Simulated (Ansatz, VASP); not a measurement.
# Two plane-wave programs on HgTe

INCAR

```
SYSTEM = HgTe
ALGO     = Normal         ! electronic algorithm
EDIFF    = 1E-6           ! SCF threshold, eV
ENCUT    = 520            ! plane-wave cutoff, eV
GGA      = PE             ! functional
ISIF     = 2              ! what is computed and relaxed
ISMEAR   = 0              ! smearing method
LASPH    = .True.         ! aspherical terms in the spheres
LCHARG   = .False.        ! write CHGCAR
LREAL    = .False.        ! projectors in reciprocal space
LWAVE    = .False.        ! write WAVECAR
NBANDS   = 16             ! bands
NELM     = 60             ! most SCF steps
PREC     = Accurate       ! precision mode
SIGMA    = 0.012          ! smearing width, eV
```

KPOINTS

```
k-points
0
Gamma
  7 7 7
  0 0 0
```

The input POSCAR:

```
HgTe
1.0
    0.0000000000      3.1800000000      3.1800000000
    3.1800000000      0.0000000000      3.1800000000
    3.1800000000      3.1800000000      0.0000000000
Hg Te
1 1
Direct
    0.0000000000      0.0000000000      0.0000000000
    0.5000000000      0.5000000000      0.5000000000
```

input.yaml

```yaml
crystal:
  lattice:
    - [0.0, 3.18, 3.18]
    - [3.18, 0.0, 3.18]
    - [3.18, 3.18, 0.0]
  atoms:
    - { symbol: Hg, position: [0.0, 0.0, 0.0] }
    - { symbol: Te, position: [0.5, 0.5, 0.5] }
hamiltonian:
  xc: pbe
  pseudopotentials: { kind: paw }
kpoints:
  mp_grid: { grid: [7, 7, 7] }
scf:
  occupations: { method: gaussian, width: 0.012 }
output:
  forces: true
  stress: true
  eigenvalues: true
  write_density: true
  write_potential: true
  elf: true
  volumetric_format: npy
```

Measurements of this composition are mostly on another form, of space group No. 216.

Alike in both runs: task single point; functional PBE; k mesh 7 × 7 × 7; occupations gaussian, width 0.012 eV; no spin polarisation.

```csv
,VASP,Ansatz
version,VASP 6.6.1,Ansatz 0.2.0
potentials or method,"VASP PAW PBE potentials, release 64 (Hg, Te)",Ansatz PAW
plane-wave cutoff (eV),520,420
valence electrons in the cell,18,36
```

```tsv
	VASP	Ansatz	Ansatz less VASP
gap on the k mesh at the Fermi level (eV)	none	none	-
pressure (GPa)	-3.7	-3.8	-0.06
```

A gap of «none» marks a metal or a gap that the smearing closes. The two sets of potentials don't hold the same shells in valence.

Spin-orbit coupling is left out, which matters for the levels of Hg, Te.
